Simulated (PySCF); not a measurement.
Runs of PySCF 2.14.0 on RbBr. The structure is cubic, space group Fm-3m (No. 225). Conventional cell: a = 6.854 Å, b = 6.854 Å, c = 6.854 Å, α = 90.00°, β = 90.00°, γ = 90.00°. Rb (site symmetry m-3m) has 6 Br at 3.43 Å as nearest neighbours. Br (site symmetry m-3m) has 6 Rb at 3.43 Å as nearest neighbours. 

```tsv
task	level	k mesh	conv_tol	exxdiv	three-centre integrals	grid for exchange and correlation	gap on the mesh (eV)
EOM-CCSD ionisation and attachment energies	HF	1 × 1 × 1	1e-08 Ha	ewald	read from an earlier run's file	-	13.13
CCSD(T) correlation energy	HF	1 × 1 × 1	1e-08 Ha	ewald	read from an earlier run's file	-	13.13
atomic charges	LDA	2 × 2 × 2	1e-07 Ha	-	-	Becke, atom-centred	(a)
atomic charges	r2SCAN	2 × 2 × 2	1e-07 Ha	-	read from an earlier run's file	Becke, atom-centred	4.90
atomic charges	HF	2 × 2 × 2	1e-07 Ha	ewald	read from an earlier run's file	-	12.28
```

Alike in all rows: potentials or basis DZVP-MOLOPT-HYB/GTH-HYB (UZH) (potentials made for PBE0); no spin polarisation; cell as given; smearing fixed; the mesh is coarse, so values aren't converged.

Q: Fill in the values left out.

A: (a) 3.85.

Caveats: all runs use coarse meshes; the basis of atomic orbitals isn't converged, which shifts pressures, moduli and gaps; on so small a mesh gaps with full-range exact exchange can be off by tenths of an eV to over 1 eV (some runs); mesh and basis are far too small for converged many-body values: gaps can be off by tenths of an eV to over 1 eV, and much correlation energy is missing (some runs); an odd mesh through Γ misses points on the zone boundary, where band edges often lie (some runs); the default atom-centred grid shifts energies of crystals by up to some 10 meV an atom and pressures by some 0.5 GPa (some runs); the iterative solver can pass over a root and still report convergence (some runs).

A k mesh can miss the band edges, and the runs leave out spin-orbit coupling on Br, Rb.

Runs at the PBE level aren't shown here.
